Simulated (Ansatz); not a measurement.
# RbBr: how the settings move a single-point run

Aim: see which settings change the result for RbBr, by how much, and at what cost. The cell is built on a prototype (zincblende) and needn't be the phase found in nature.

Method: reference: DFT, PBE, plane waves, PAW, in Ansatz 0.2.0.

3 further runs of the same task are left out: 1 for a known fault of the program, 2 that didn't finish.

### Step 1. Starting point

The structure is cubic, space group F-43m (No. 216). Conventional cell: a = 7.739 Å, b = 7.739 Å, c = 7.739 Å, α = 90.00°, β = 90.00°, γ = 90.00°. Rb (site symmetry -43m) is surrounded by 4 Br at 3.35 Å. Br (site symmetry -43m) is surrounded by 4 Rb at 3.35 Å.

Structure file:

```xyz
2
Lattice="0.0000 3.8695 3.8695 3.8695 0.0000 3.8695 3.8695 3.8695 0.0000" Properties=species:S:1:pos:R:3 pbc="T T T"
Rb    0.0000    0.0000    0.0000
Br    1.9347    1.9347    1.9347
```

### Step 2. Reference

Input file input.yaml:

```yaml
crystal:
  lattice:
    - [0.0, 3.8694968646, 3.8694968646]
    - [3.8694968646, 0.0, 3.8694968646]
    - [3.8694968646, 3.8694968646, 0.0]
  atoms:
    - { symbol: Rb, position: [0.0, 0.0, 0.0] }
    - { symbol: Br, position: [0.25, 0.25, 0.25] }
kpoints:
  mp_grid: { grid: [4, 4, 4] }
hamiltonian:
  xc: pbe
scf:
  occupations: { method: fixed }
  n_extra_bands: 4
output:
  forces: true
  stress: true
  eigenvalues: true
```

Command:

```console
$ ansatz run input.yaml --threads 4 --pin off --max-ram 3686MiB --backend cpu --events-out ev --progress --plain --runs-dir out
```

### Step 3. Variant: occupations.method cold, occupations.width 0.2

Edit input.yaml of step 2 so:

```diff
@@ -13,3 +13,3 @@
 scf:
-  occupations: { method: fixed }
+  occupations: { method: cold, width: 0.2 }
   n_extra_bands: 4
```

### Step 4. Changed: exchange pbe, correlation pbe, coeff 0.35, omega 0.3

Edit input.yaml of step 2 so:

```diff
@@ -11,3 +11,3 @@
 hamiltonian:
-  xc: pbe
+  xc: { exchange: pbe, correlation: pbe, exx: { coeff: 0.35, omega: 0.3 } }
 scf:
```

### Step 5. Variant: exchange pbe, correlation pbe, coeff 0.1, omega 0.3

Edit input.yaml of step 2 so:

```diff
@@ -11,3 +11,3 @@
 hamiltonian:
-  xc: pbe
+  xc: { exchange: pbe, correlation: pbe, exx: { coeff: 0.1, omega: 0.3 } }
 scf:
```

### Step 6. Changed: exchange pbe, correlation pbe, coeff 0.5, omega 0.3

Edit input.yaml of step 2 so:

```diff
@@ -11,3 +11,3 @@
 hamiltonian:
-  xc: pbe
+  xc: { exchange: pbe, correlation: pbe, exx: { coeff: 0.5, omega: 0.3 } }
 scf:
```

### Step 7. Variant: exchange pbe, correlation pbe, coeff 0.1, omega 0.5

Edit input.yaml of step 2 so:

```diff
@@ -11,3 +11,3 @@
 hamiltonian:
-  xc: pbe
+  xc: { exchange: pbe, correlation: pbe, exx: { coeff: 0.1, omega: 0.5 } }
 scf:
```

Before running it: what results should come out? Wanted: for each run, ending; energy change; pressure; gap; force.

As calculated:

| run | ending | energy change | pressure (GPa) | gap (eV) | force (eV/Å) | cycles | time |
| --- | --- | --- | --- | --- | --- | --- | --- |
| reference | converged | 0 | 0.2 | 4.07 | 0.00 | 6 | 0.77 s |
| 1: occupations.method cold, occupations.width 0.2 | converged | 0.0 meV/atom (σ→0) | 0.2 | 4.08 | 0.00 | 5 | 0.72 s |
| 2: exchange pbe, correlation pbe, coeff 0.35, omega 0.3 | converged | not comparable | 0.0 | 5.30 | 0.00 | 10 | 14 s |
| 3: exchange pbe, correlation pbe, coeff 0.1, omega 0.3 | converged | not comparable | 0.1 | 4.42 | 0.00 | 9 | 13 s |
| 4: exchange pbe, correlation pbe, coeff 0.5, omega 0.3 | converged | not comparable | 0.0 | 5.85 | 0.00 | 14 | 18 s |
| 5: exchange pbe, correlation pbe, coeff 0.1, omega 0.5 | converged | not comparable | 0.1 | 4.29 | 0.00 | 9 | 13 s |

Residual by cycle in the longest SCF loop of each run; runs are numbered as in the table. The quantity is the density residual dr2, in eV.

| cycle | reference | run 1 | run 2 | run 3 | run 4 | run 5 |
| --- | --- | --- | --- | --- | --- | --- |
| 1 | 1.7e-4 | 1.4e-4 | 0.0112 | 0.00121 | 0.0198 | 8.2e-4 |
| 2 | 2.2e-5 | 2.3e-5 | 0.00145 | 1.1e-4 | 0.00333 | 8.2e-5 |
| 3 | 2.5e-6 | 2.3e-6 | 3.5e-4 | 2.1e-5 | 8.6e-4 | 1.3e-5 |
| 4 | 2.1e-8 | 6.3e-7 | 9.6e-6 | 1.2e-6 | 3.0e-5 | 5.5e-7 |
| 5 | 1.4e-9 | 5.9e-9 | 2.1e-6 | 1.7e-8 | 9.5e-6 | 1.0e-8 |
| 6 | 1.4e-11 | - | - | - | - | - |

**Reading.** «occupations.method cold, occupations.width 0.2» leaves the energy as it was. Of the variants the dearest is «exchange pbe, correlation pbe, coeff 0.5, omega 0.3» (18 s), the cheapest «occupations.method cold, occupations.width 0.2» (0.72 s), on a shared host.
